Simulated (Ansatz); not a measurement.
# GaP: the cost of one run

Program: Ansatz 0.2.0. Level of theory: DFT, PBE, plane-wave PAW, default files, scalar-relativistic, as far as a step names no other. These are calculated values, not measurements.

## 1. Starting point

Symmetry: F-43m, No. 216, cubic system. Conventional cell: a = 5.451 Å, b = 5.451 Å, c = 5.451 Å, α = 90.00°, β = 90.00°, γ = 90.00°. Around Ga (site symmetry -43m) lie 4 P at 2.36 Å. P (site symmetry -43m) has 4 Ga at 2.36 Å as nearest neighbours.

Structure file:

```
CELL_PARAMETERS angstrom
0.00000 2.72525 2.72525
2.72525 0.00000 2.72525
2.72525 2.72525 0.00000
ATOMIC_POSITIONS crystal
Ga 0.00000 0.00000 0.00000
P 0.25000 0.25000 0.25000
```

The earlier run gave: gap on the mesh 1.59 eV, largest force 0.000 eV/Å, pressure 2.5 GPa.

The printed gradients, by site:

| site | atoms | first shell | V_zz (10²¹ V/m²) | η | C_Q (MHz) |
| --- | --- | --- | --- | --- | --- |
| Ga | 1 | 4 P at 2.36 Å | 0.00 | – | 0 (⁷¹Ga) |
| P | 2 | 4 Ga at 2.36 Å | 0.00 | – | – |

Conventions: |V_zz| ≥ |V_yy| ≥ |V_xx|, η = (V_xx − V_yy)/V_zz, C_Q = eQV_zz/h. Quadrupole moments are those of Pyykkö's year-2017 table. A dash under C_Q marks elements without a common quadrupolar isotope.

## 2. Ions relaxed at fixed cell

input.yaml

```yaml
crystal:
  lattice:
    - [0.0, 2.72525, 2.72525]
    - [2.72525, 0.0, 2.72525]
    - [2.72525, 2.72525, 0.0]
  atoms:
    - { symbol: Ga, position: [0.0, 0.0, 0.0] }
    - { symbol: P, position: [0.25, 0.25, 0.25] }
kpoints:
  mp_grid: { grid: [14, 14, 14] }
scf:
  occupations: { method: fermi_dirac, width: 0.02 }
hamiltonian:
  xc: pbe
  pseudopotentials: { kind: paw }
output:
  forces: true
  stress: true
  populations: true
  efg: { quadrupole_moments_barn: { Ga: 0.107 }, contact_densities: true }
  write_density: true
  write_potential: true
  elf: true
  volumetric_format: npy
relax:
  f_tol: 0.02
  max_steps: 60
```

Run with:

```console
ansatz run input.yaml --threads 1 --pin off --max-ram 3072MiB --backend cpu --events-out ev --progress --plain --runs-dir out
```

**Question.** How long does this run take on 1 thread of Intel Xeon Platinum 8488C (Sapphire Rapids), shared host, and how much memory does it need?

About 6.7 s, with a peak of 0.47 GiB.
